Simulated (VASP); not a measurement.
CuI (Marshite):

```
Cu I
1.0
     0.00000    3.03150    3.03150
     3.03150    0.00000    3.03150
     3.03150    3.03150    0.00000
Cu I
1 1
Direct
  0.25000 0.25000 0.25000
  0.00000 0.00000 0.00000
```

* Program: VASP 6.6.1
* Task: relaxation of cell and atoms
* Functional: LDA
* Potentials or basis: VASP PAW LDA potentials, release 64 (Cu, I)
* Cutoff: 600 eV
* k mesh: 8 × 8 × 8
* Occupations: gaussian, width 0.03 eV
* Spin: no spin polarisation

At the start: pressure -4.1 GPa; volume 27.86 Å³/atom.

**Question.** How do energy, volume and symmetry change on relaxing?

**Answer.** Over 4 steps the energy falls by 39.3 meV/atom and the volume is 25.25 Å³/atom (-9.4 %); space group F-43m (No. 216, to 0.05 Å).

The path:
| step | energy change (eV) | largest force (eV/Å) | pressure (GPa) | volume (Å³) |
| --- | --- | --- | --- | --- |
| 1 | 0.0000 | 0.0000 | -4.15 | 55.72 |
| 2 | -0.0782 | 0.0000 | 0.27 | 50.10 |
| 3 | -0.0786 | 0.0000 | 0.14 | 50.34 |
| 4 | -0.0786 | 0.0000 | -0.04 | 50.50 |

Final structure:
```cif
data_structure
_symmetry_space_group_name_H-M 'P 1'
_symmetry_Int_Tables_number 1
_cell_length_a 4.1489
_cell_length_b 4.1489
_cell_length_c 4.1489
_cell_angle_alpha 60.000
_cell_angle_beta 60.000
_cell_angle_gamma 60.000
_cell_volume 50.50
loop_
_atom_site_label
_atom_site_type_symbol
_atom_site_fract_x
_atom_site_fract_y
_atom_site_fract_z
_atom_site_occupancy
Cu1 Cu 0.25000 0.25000 0.25000 1
I1 I 0.00000 0.00000 0.00000 1
```
